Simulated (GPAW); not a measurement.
Set up this calculation in GPAW 26.7.0, as an ASE script.

* Task: single point
* Functional: PBE
* Potentials or basis: GPAW PAW data sets (gpaw-data 1.2.1)
* Cutoff: 600 eV
* Basis: pw
* k mesh: 9 × 9 × 9
* Occupations: gaussian, width 0.013 eV
* Spin: no spin polarisation
* Maxiter: 150

The structure of ZnS lies in POSCAR:

```
ZnS
1.0
    0.0000000000      2.7020000000      2.7020000000
    2.7020000000      0.0000000000      2.7020000000
    2.7020000000      2.7020000000      0.0000000000
Zn S
1 1
Direct
    0.7500000000      0.7500000000      0.7500000000
    0.0000000000      0.0000000000      0.0000000000
```

One way to write it, as run:

run.py

```python
from ase.dft.bandgap import bandgap
from ase.io import read, write
from ase.units import GPa
from gpaw import GPAW, PW

atoms = read('POSCAR')

calc = GPAW(mode=PW(600),
            xc='PBE',
            kpts={'size': (9, 9, 9), 'gamma': True},
            occupations={'name': 'methfessel-paxton', 'order': 0, 'width': 0.013000000000000001},
            nbands=18,
            convergence={'density': 1e-05, 'energy': 1e-05},
            maxiter=150,
            txt='gpaw.txt')
atoms.calc = calc
energy = atoms.get_potential_energy()
forces = atoms.get_forces()
stress = atoms.get_stress()
calc.write('gs.gpw')
write('result.traj', atoms)
print(f'Energy: {energy:.6f} eV')
print('Forces (eV/A):')
print(forces.round(4))
print('Stress (GPa):', (stress / GPa).round(3))
print('Fermi level:', round(calc.get_fermi_level(), 4), 'eV')
print(f'Gap: {bandgap(calc)[0]:.4f} eV, direct: {bandgap(calc, direct=True)[0]:.4f} eV')
```

Potentials or basis: GPAW PAW data sets (gpaw-data 1.2.1), pw.

The run is started by

```sh
$ OMP_NUM_THREADS=1 python run.py
```

Results of the run:

The pressure is 1.6 GPa. The band gap on the k mesh is 2.10 eV, direct.

It took 17 s on 1 thread of Arm Neoverse V2, with other jobs on the host, peak memory 0.16 GiB.
